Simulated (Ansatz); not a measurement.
## ZnCu: the change of pressure with volume scale

Results calculated with Ansatz 0.2.0, not measured. Periodic Kohn-Sham DFT of a crystal at fixed atoms, scaled to volume_scale times the given cell; pressure positive in compression, energy less spherical unpolarised free atoms, largest_vzz the field gradient of largest size among the nuclei.

The cell before it is scaled or strained (space group Pm-3m, No. 221):
```
ZnCu
1.0
      2.9450     0.0000     0.0000
      0.0000     2.9450     0.0000
      0.0000     0.0000     2.9450
Zn Cu
1 1
Direct
  0.50000 0.50000 0.50000
  0.00000 0.00000 0.00000
```

Settings of every row: method frozen-core PAW; functional PBE; relativity scalar; k mesh 14x14x14; filling fermi-dirac; smearing width 0.08 eV; wave cutoff 420 eV; paw set soft_2.

Atom start moment: 0 on all atoms.

| row | volume scale | V (Å³/atom) | pressure (GPa) |
| --- | --- | --- | --- |
| 1 | 0.9405 | 12.011 | 11.27 |
| 2 | 0.98 | 12.516 | 4.957 |
| 3 | 1 | 12.771 | 2.279 |
| 4 | 1.02 | 13.026 | ? |
| 5 | 1.06 | 13.537 | -4.099 |

Question: what pressure should row 4 give?

Worked fit of pressure. Take u = (V_r/V)^(2/3) − 1 with V_r = 12.643 Å³ an atom, which is twice the finite (Eulerian) strain; such expansions in the strain, on which the Birch-Murnaghan equation of state is built, carry the rest volume and the bulk modulus. The shown rows have u = 0.03478, 0.00675, -0.00669, -0.04453. Least squares give pressure = 3.5846 + 199.721 × u + 610.42 × u² GPa; a straight line predicts inner rows, each left out in turn, worse (root mean square 0.62 against 0.007 GPa). The rows lie off it by 0.001, -0.004, 0.003, 0.000. The pressure vanishes at u = -0.0191, or V = 13.01 Å³ an atom, and there the bulk modulus at fixed shape and fractions is B = −V dP/dV = (2/3)(1 + u) dP/du = 115 GPa. The withheld row has u = -0.0197, so the fit gives 3.5846 + 199.721 × (-0.0197) + 610.42 × (-0.0197)² = -0.113 GPa.

The calculation gave -0.103 GPa. The fit lies 0.010 GPa (9.7 % of the value, 0.065 % of the column's range) below it; its largest miss of a shown row is 0.004 GPa.
